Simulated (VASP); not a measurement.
Crystal: MgO.

```
Mg O
1.0
     0.00000    2.09700    2.09700
     2.09700    0.00000    2.09700
     2.09700    2.09700    0.00000
Mg O
1 1
Direct
  0.00000 0.00000 0.00000
  0.50000 0.50000 0.50000
```

The cell is a database's computed one.

Base run:

```yaml
Program: VASP 6.6.1
Functional: HSE03
Potentials_or_basis: VASP PAW PBE potentials, release 64 (Mg, O)
Cutoff: 520 eV
k_mesh: 8 × 8 × 8
Occupations: gaussian, width 0.02 eV
Spin: no spin polarisation
```

Its results: band gap on the k mesh 6.33 eV, direct; pressure 0.8 GPa.

Q: The run is repeated on the same cell with these changes: functional from HSE03 to HSE06. What comes out?

A: Band gap on the k mesh 6.60 eV, direct; pressure 0.6 GPa.

Caveats: the PAW data sets were made with another functional, which shifts forces and pressure a little.

Not every run made on this cell is shown here.
